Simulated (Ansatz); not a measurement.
# TiB2 (P6/mmm) in Ansatz: notebook

Runs on TiB2. Level: PBEsol. Tasks: single point, equation of state.

All numbers are computed with Ansatz 0.2.0; they aren't measurements. Logs are shortened: lines on timing, memory, paths and dates and some standing lists are left out, and cuts for length are marked.

## (1) The crystal as given

The structure is hexagonal, space group P6/mmm (No. 191). The conventional cell has a = 3.029 Å, b = 3.029 Å, c = 3.228 Å, α = 90.00°, β = 90.00°, γ = 120.00°. Ti (site symmetry 6/mmm) has 12 B at 2.38 Å as nearest neighbours. B (site symmetry -6m2) has 3 B at 1.75 Å as nearest neighbours.

## (2) Single point, PBEsol, 8.04 Å³/atom (volume scaled by 0.94)

input.yaml reads:

```yaml
crystal:
  lattice:
    - [2.9673622405, 0.0, 0.0]
    - [-1.4836811203, 2.5698110825, 0.0]
    - [0.0, 0.0, 3.1624957934]
  atoms:
    - { symbol: Ti, position: [0.0, 0.0, 0.0] }
    - { symbol: B, position: [0.6666666667, 0.3333333333, 0.5] }
    - { symbol: B, position: [0.3333333333, 0.6666666667, 0.5] }
hamiltonian:
  xc: pbesol
  pseudopotentials: { kind: paw }
kpoints:
  mp_grid: { grid: [10, 10, 8] }
scf:
  occupations: { method: fermi_dirac, width: 0.05 }
output:
  forces: true
  stress: true
  eigenvalues: true
  write_density: true
  write_potential: true
  elf: true
  volumetric_format: npy
```

Potentials or basis: Ansatz PAW.

Launch:

```
> ansatz run input.yaml --threads 2 --pin off --max-ram 5632MiB --backend cpu --events-out ev --progress --plain --runs-dir out
```

The program printed:

```text
Warning: RAYON_NUM_THREADS=2 ignored (pool sized by the plan → 2); use --threads N
Engine: ansatz 0.2.0, x86_64-unknown-linux-gnu
Pseudopotentials: kind: paw
Pseudopotential: Ti, paw, valence charge 12, recommended cutoff 420 eV (normal), Ti.paw.azcp
Pseudopotential: B, paw, valence charge 3, recommended cutoff 420 eV (normal), B.paw.azcp
Functional definition: PBEsol
  exchange = pbesol_x
  correlation = pbesol_c
Crystal: 3 atoms, lattice volume = 24.116 Å³
Basis set: ecut = 420 eV, 455 PW (Γ), exchange–correlation on 40×40×48 points (8 copies of the dense FFT grid, shifted against one another)
Bands: 13, of which v1, the nominal top of the filled ones, is band 9 counted from 1 (8 counted from 0)
Symmetry: 24 space group operations
Space group: P6/mmm (ITA 191), of the structure as read, at distance tolerance 2.9e-5 Å
k-points: 70 of 800
Non-local potential: Ti, projectors of the file, l = 0: 3, l = 1: 2, l = 2: 3, l = 3: 1
Non-local potential: B, projectors of the file, l = 0: 2, l = 1: 2, l = 2: 1
PAW form: soft (Blöchl's): semilocal exchange-correlation on the pseudo side does not see the compensation charge
PAW frozen core: Ti, regenerated for the run's functional, and the local potential with it (the file was generated under x = pbe(κ = 0.804, μ = 0.2195149727645171), c = pbe(β = 0.06672455060314922))
PAW frozen core: B, regenerated for the run's functional, and the local potential with it (the file was generated under x = pbe(κ = 0.804, μ = 0.2195149727645171), c = pbe(β = 0.06672455060314922))
PAW one-centre angular grid: Ti, 590 points (default); XC on 64 Gauss nodes
PAW one-centre angular grid: B, 110 points (default); XC on 64 Gauss nodes
Initial density: superposition of atomic densities (neutral atoms: chi_scale 0, normalization atom), corrected by the library's trained network
Initial wavefunctions: pseudopotential atomic-orbital guess
Functional: x = pbesol(κ = 0.804, μ = 0.12345679012345678), c = pbesol(β = 0.046)
SCF iter   1: F=—  HF=-2782.581175 eV  |F-HF|=—  |Δ(HF+E_count)|=         —  Δρ=6.91e-3  dr2=8.68e-3  ethr=1.77e-3  ⟨swp⟩=4.6  Hψ=4381  notcnv=0
preconditioner: auto → none  [metal: Δε(μ)=0.014 eV  Ē_g=8.517 eV  σ=0.050 eV  W_gap=0.07  n_scr=8 (ndim 8)  ℏωp=23.9 eV  f_vac=0.000  D(μ)=0.81/eV (n_scr^D=8)  sad-step TF]
SCF iter   2: F=—  HF=-2782.578158 eV  |F-HF|=—  |Δ(HF+E_count)|=   3.02e-3  Δρ=3.39e-3  dr2=2.64e-3  ethr=4.82e-5  ⟨swp⟩=2.8  Hψ=2135  notcnv=0
SCF iter   3: F=—  HF=-2782.577112 eV  |F-HF|=—  |Δ(HF+E_count)|=   1.05e-3  Δρ=3.23e-4  dr2=2.52e-5  ethr=1.47e-5  ⟨swp⟩=2.0  Hψ=1540  notcnv=0
SCF iter   4: F=—  HF=-2782.577117 eV  |F-HF|=—  |Δ(HF+E_count)|=   5.52e-6  Δρ=5.20e-5  dr2=5.62e-7  ethr=1.40e-7  ⟨swp⟩=2.8  Hψ=1433  notcnv=0
iter 5 did not close the SCF: its close was put off for the readings that it lacked (scf_convergence_deferred on its scf_iter line)
SCF iter   5: F=-2782.577117 eV  HF=-2782.577117 eV  |F-HF|=5.67e-9  |Δ(HF+E_count)|=   3.17e-8  Δρ=7.07e-6  dr2=1.04e-8  ethr=3.12e-9  ⟨swp⟩=2.6  Hψ=1329  notcnv=0
SCF iter   6: F=-2782.577117 eV  HF=-2782.577117 eV  |F-HF|=1.38e-10  |Δ(HF+E_count)|=   2.26e-9  Δρ=1.12e-6  dr2=1.83e-10  ethr=5.76e-11  ⟨swp⟩=4.5  Hψ=4439  notcnv=0
SCF 1 converged in 6 iterations: F = -2782.577117 eV  dr2 = 1.83e-10
SCF converged after 6 iterations
Free energy (F): -2782.577117 eV
Harris-Foulkes:  -2782.577117 eV  (|F-HF|=1.38e-10)
Internal energy: -2782.570979 eV  (E = F + TS)
E sigma→0 (E₀):  -2782.574048 eV
Entropy (-TS):   -0.006138 eV (-2.046 meV/atom)
Fermi energy:    16.027065 eV
--- Per-component energies (eV) ---
  E_band       = -75.877316
  E_kinetic    = 380.971690
  E_local      = -752.194148  (includes V_loc(G=0)·N_el)
  E_nonlocal   = 30.522908
  E_hartree    = 322.748385
  E_xc         = -165.816539
  E_vxc        = -204.487644  (∫ρ·V_xc dr)
  E_paw        = -1173.693789  (= ΣΔE_a)
  E_vpaw       = -176.187223  (= ΣTr[D̂ρ^β])
  E_aug_tail   = 0.000105  (compensation charges beyond the density's cutoff)
  E_ewald      = -1425.278398
  E_core_change = 0.168806  (= ΣΔE_core)
  E_smearing   = -0.006138  (= −TS)
  E_closure    = 0.000000  (closes the sum)
  Σ components = -2782.577117   (vs F -2782.577117, Δ=0.00e0)
--- Forces (eV/Å), atoms counted from 1 ---
  atom   1  Ti     0.00000000     0.00000000     0.00000000
  atom   2  B      0.00000000     0.00000000     0.00000000
  atom   3  B     -0.00000000    -0.00000000     0.00000000
  max |Σ_I F_I| component: 3.70e-17 eV/Å
--- Stress (GPa, compression-positive) ---
       14.194451      -0.000000       0.000000
        0.000000      14.194451       0.000000
        0.000000       0.000000       8.237775
  P = ⅓ Tr σ = 12.2089 GPa (122.089 kbar)
--- Band table (eV; the first three rows and the last of 70) ---
  k-point 0: bands = ["-40.4161", "-16.8963", "-16.5386", "-16.5386", "2.2896", "13.3661", "13.3661", "13.7762", "13.7943", "18.1897", "18.1897", "20.0817", "20.0817"]
  k-point 1: bands = ["-40.4132", "-16.9356", "-16.5355", "-16.5355", "2.5157", "12.1278", "13.5404", "13.5404", "15.2515", "17.6563", "17.6563", "19.6917", "19.6917"]
  k-point 2: bands = ["-40.4059", "-17.0295", "-16.5280", "-16.5280", "3.1382", "10.4160", "14.0524", "14.0524", "16.5149", "16.7733", "16.7733", "18.6961", "18.6961"]
  k-point 69: bands = ["-40.3155", "-17.0208", "-16.9020", "-16.8063", "6.8156", "7.8352", "10.2986", "12.6564", "12.9204", "18.8592", "20.4297", "20.6600", "20.9738"]
```

rho_z.tsv:

```text
# z_ang	rho[e/angstrom^3]
# format = ansatz-planar-average/11
# lattice	2.967362240	0.000000000	0.000000000
# lattice	-1.483681120	2.569811082	0.000000000
# lattice	0.000000000	0.000000000	3.162495793
# sites	3
# site	22	0.000000000	0.000000000	0.000000000
# site	5	1.483681120	0.856603694	1.581247897
# site	5	-0.000000000	1.713207388	1.581247897
0.000000	1.493103e0
0.131771	1.426732e0
0.263541	1.237356e0
0.395312	9.684891e-1
0.527083	7.027910e-1
0.658853	5.194459e-1
[... 16 lines left out ...]
2.898954	1.237356e0
3.030725	1.426732e0
```

It took 1.6 s on 2 threads of Intel Xeon at 2.70GHz, shared host; peak memory 0.34 GiB.

Results:

```yaml
Free_energy: -2782.5771 eV
Pressure: 12.2 GPa
Band_gap_on_the_k_mesh: none (metal or under the smearing width)
```

Caveat: the PAW data sets come from PBE, with cores solved anew for the run's functional, which leaves a small shift of forces and pressure.

## (3) Single point, PBEsol, 8.21 Å³/atom (volume scaled by 0.96)

Changes to input.yaml since step 2:

```diff
@@ -2,5 +2,5 @@
   lattice:
-    - [2.9673622405, 0.0, 0.0]
-    - [-1.4836811203, 2.5698110825, 0.0]
-    - [0.0, 0.0, 3.1624957934]
+    - [2.9882598462, 0.0, 0.0]
+    - [-1.4941299231, 2.5879089399, 0.0]
+    - [0.0, 0.0, 3.1847676243]
   atoms:
```

Potentials or basis: Ansatz PAW.

Launch:

```
> ansatz run input.yaml --threads 2 --pin off --max-ram 5632MiB --backend cpu --events-out ev --progress --plain --runs-dir out
```

Wall time 1.6 s (2 threads of Intel Xeon at 2.70GHz, shared host); peak memory 0.34 GiB.

The run converged. Its results:

| Item | Value |
| --- | --- |
| Free energy | -2782.6059 eV |
| Pressure | 5.9 GPa |
| Band gap on the k mesh | none (metal or under the smearing width) |

Caveat: the PAW data sets come from PBE, with cores solved anew for the run's functional, which leaves a small shift of forces and pressure.

## (4) Single point, PBEsol, 8.38 Å³/atom (volume scaled by 0.98)

Changes to input.yaml since step 3:

```diff
@@ -2,5 +2,5 @@
   lattice:
-    - [2.9882598462, 0.0, 0.0]
-    - [-1.4941299231, 2.5879089399, 0.0]
-    - [0.0, 0.0, 3.1847676243]
+    - [3.0088691861, 0.0, 0.0]
+    - [-1.504434593, 2.6057571518, 0.0]
+    - [0.0, 0.0, 3.206732233]
   atoms:
@@ -20,5 +20 @@
   eigenvalues: true
-  write_density: true
-  write_potential: true
-  elf: true
-  volumetric_format: npy
```

Launch:

```
> ansatz run input.yaml --threads 2 --pin off --max-ram 5632MiB --backend cpu --events-out ev --progress --plain --runs-dir out
```

Wall time 1.5 s (2 threads of Intel Xeon at 2.70GHz, shared host); peak memory 0.34 GiB.

Results (log left out):

| Quantity | Value |
| --- | --- |
| Free energy | -2782.6154 eV |
| Pressure | 0.1 GPa |
| Band gap on the k mesh | none (metal or under the smearing width) |

Caveat: the PAW data sets come from PBE, with cores solved anew for the run's functional, which leaves a small shift of forces and pressure.

## (5) Single point, PBEsol, 8.55 Å³/atom

Changes to input.yaml since step 4:

```diff
@@ -2,5 +2,5 @@
   lattice:
-    - [3.0088691861, 0.0, 0.0]
-    - [-1.504434593, 2.6057571518, 0.0]
-    - [0.0, 0.0, 3.206732233]
+    - [3.0292, 0.0, 0.0]
+    - [-1.5146, 2.6233641531, 0.0]
+    - [0.0, 0.0, 3.2284]
   atoms:
```

Launch:

```
> ansatz run input.yaml --threads 2 --pin off --max-ram 5632MiB --backend cpu --events-out ev --progress --plain --runs-dir out
```

It took 1.3 s on 2 threads of Intel Xeon at 2.70GHz, shared host; peak memory 0.34 GiB.

The run converged. Its results:

* Free energy: -2782.6074 eV
* Pressure: -5.1 GPa
* Band gap on the k mesh: none (metal or under the smearing width)

Caveat: the PAW data sets come from PBE, with cores solved anew for the run's functional, which leaves a small shift of forces and pressure.

## (6) Single point, PBEsol, 8.72 Å³/atom (volume scaled by 1.02)

Changes to input.yaml since step 5:

```diff
@@ -2,5 +2,5 @@
   lattice:
-    - [3.0292, 0.0, 0.0]
-    - [-1.5146, 2.6233641531, 0.0]
-    - [0.0, 0.0, 3.2284]
+    - [3.0492615118, 0.0, 0.0]
+    - [-1.5246307559, 2.640737932, 0.0]
+    - [0.0, 0.0, 3.2497807555]
   atoms:
@@ -20 +20,5 @@
   eigenvalues: true
+  write_density: true
+  write_potential: true
+  elf: true
+  volumetric_format: npy
```

Potentials or basis: Ansatz PAW.

Launch:

```
> ansatz run input.yaml --threads 2 --pin off --max-ram 5632MiB --backend cpu --events-out ev --progress --plain --runs-dir out
```

Wall time 1.7 s (2 threads of Intel Xeon at 2.70GHz, shared host); peak memory 0.34 GiB.

It converged, with:

```yaml
Free_energy: -2782.5835 eV
Pressure: -9.8 GPa
Band_gap_on_the_k_mesh: none (metal or under the smearing width)
```

Caveat: the PAW data sets come from PBE, with cores solved anew for the run's functional, which leaves a small shift of forces and pressure.

## (7) Single point, PBEsol, 8.89 Å³/atom (volume scaled by 1.04)

Changes to input.yaml since step 6:

```diff
@@ -2,5 +2,5 @@
   lattice:
-    - [3.0492615118, 0.0, 0.0]
-    - [-1.5246307559, 2.640737932, 0.0]
-    - [0.0, 0.0, 3.2497807555]
+    - [3.0690624661, 0.0, 0.0]
+    - [-1.534531233, 2.6578860614, 0.0]
+    - [0.0, 0.0, 3.2708838193]
   atoms:
@@ -20,5 +20 @@
   eigenvalues: true
-  write_density: true
-  write_potential: true
-  elf: true
-  volumetric_format: npy
```

Launch:

```
> ansatz run input.yaml --threads 2 --pin off --max-ram 5632MiB --backend cpu --events-out ev --progress --plain --runs-dir out
```

Wall time 1.3 s (2 threads of Intel Xeon at 2.70GHz, shared host); peak memory 0.34 GiB.

It converged, with:

```
Free energy            : -2782.5453 eV
Pressure               : -14.0 GPa
Band gap on the k mesh : none (metal or under the smearing width)
```

Caveat: the PAW data sets come from PBE, with cores solved anew for the run's functional, which leaves a small shift of forces and pressure.

## (8) Single point, PBEsol, 9.06 Å³/atom (volume scaled by 1.06)

Changes to input.yaml since step 7:

```diff
@@ -2,5 +2,5 @@
   lattice:
-    - [3.0690624661, 0.0, 0.0]
-    - [-1.534531233, 2.6578860614, 0.0]
-    - [0.0, 0.0, 3.2708838193]
+    - [3.0886111617, 0.0, 0.0]
+    - [-1.5443055808, 2.6748157284, 0.0]
+    - [0.0, 0.0, 3.2917180359]
   atoms:
```

Launch:

```
> ansatz run input.yaml --threads 2 --pin off --max-ram 5632MiB --backend cpu --events-out ev --progress --plain --runs-dir out
```

It took 1.4 s on 2 threads of Intel Xeon at 2.70GHz, shared host; peak memory 0.34 GiB.

The run converged. Its results:

```
Free energy            : -2782.4940 eV
Pressure               : -17.9 GPa
Band gap on the k mesh : none (metal or under the smearing width)
```

Caveat: the PAW data sets come from PBE, with cores solved anew for the run's functional, which leaves a small shift of forces and pressure.

## (9) Equation of state, PBEsol

Potentials or basis: Ansatz PAW.

No new run: the results of the series are fitted here.

What came out:

```yaml
Equilibrium_volume: 8.39 Å³/atom
Bulk_modulus_at_fixed_shape_and_positions: 267 GPa
Pressure_derivative_of_the_bulk_modulus: 3.9
```

Energy against volume, from the lowest point:
```
volume (Å³/atom)  energy (meV/atom)
           8.039              12.76
           8.210               3.16
           8.381               0.00
           8.552               2.67
           8.723              10.63
           8.894              23.37
           9.065              40.45
```

Caveat: the cell was scaled at fixed shape and fractional positions, which overstates the stiffness of a crystal with free parameters, most of all of layers and chains.
